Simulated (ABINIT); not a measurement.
The system is SrCl2.

```
CELL_PARAMETERS angstrom
0.00000 3.48835 3.48835
3.48835 0.00000 3.48835
3.48835 3.48835 0.00000
ATOMIC_POSITIONS crystal
Sr 0.00000 0.00000 0.00000
Cl 0.75000 0.75000 0.75000
Cl 0.25000 0.25000 0.25000
```

* Program: ABINIT 10.8.3 (patched build)
* Task: relaxation of cell and atoms
* Functional: PBE
* Potentials or basis: PseudoDojo NC SR PBE v0.4.1 standard
* Cutoff: 925 eV
* k mesh: 5 × 5 × 5
* Occupations: fermi-dirac, width 0.05 eV
* Spin: no spin polarisation

At the start: pressure 1.0 GPa; volume 28.30 Å³/atom.

Problem. How do energy, volume and symmetry change on relaxing?

Solution. Over 4 steps the energy falls by 2.3 meV/atom and the volume is 29.07 Å³/atom (+2.7 %); space group Fm-3m (No. 225, to 0.05 Å).

The path:
```csv
step,energy change (eV),largest force (eV/Å),pressure (GPa),volume (Å³)
1,0.0000,0.0000,0.97,84.90
2,-0.0014,0.0000,0.86,85.15
3,-0.0068,0.0000,0.03,87.14
4,-0.0068,0.0000,0.00,87.22
```

Final structure:
```yaml
crystal:
  lattice:
    - [0.00000, 3.51988, 3.51988]
    - [3.51988, 0.00000, 3.51988]
    - [3.51988, 3.51988, 0.00000]
  atoms:
    - { symbol: Sr, position: [0.00000, 0.00000, 0.00000] }
    - { symbol: Cl, position: [0.75000, 0.75000, 0.75000] }
    - { symbol: Cl, position: [0.25000, 0.25000, 0.25000] }
```
